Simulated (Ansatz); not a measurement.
Crystal: HfN.

```
CELL_PARAMETERS angstrom
0.00000 2.45482 2.45482
2.45482 0.00000 2.45482
2.45482 2.45482 0.00000
ATOMIC_POSITIONS crystal
Hf 0.00000 0.00000 0.00000
N 0.25000 0.25000 0.25000
```

The cell comes from a database or a generator and needn't be the stable form of this composition.

```yaml
Program: Ansatz 0.2.0
Task: relaxation of cell and atoms
Functional: LDA
Potentials_or_basis: Ansatz PAW
Cutoff: "420 eV (not typed: the program's choice for these potentials)"
k_mesh: 9 × 9 × 9
Occupations: fermi-dirac, width 0.05 eV
Spin: no spin polarisation
```

At the start: volume 14.79 Å³/atom.

How do energy, volume and symmetry change on relaxing?

It ends after 7 steps and the volume is 14.07 Å³/atom (-4.9 %); space group F-43m (No. 216, to 0.05 Å).

The path:
```csv
step,energy change (eV),largest force (eV/Å),volume (Å³)
1,0.0000,0.0000,29.59
2,-0.0452,0.0000,27.71
3,-0.0489,0.0000,28.20
4,-0.0491,0.0000,28.17
5,-0.0455,0.0000,28.17
6,-0.0456,0.0000,28.14
7,-0.0455,0.0000,28.14
```

Final structure:
```
CELL_PARAMETERS angstrom
0.00000 2.41424 2.41424
2.41424 0.00000 2.41424
2.41424 2.41424 0.00000
ATOMIC_POSITIONS crystal
Hf 0.00000 0.00000 0.00000
N 0.25000 0.25000 0.25000
```

Caveat: the plane-wave basis is chosen anew once the cell has moved, so the energies of steps on either side of that aren't comparable; the pressure holds a Pulay correction of +0.5 GPa for the finite cutoff; the PAW data sets come from PBE, with cores solved anew for the run's functional, which leaves a small shift of forces and pressure.
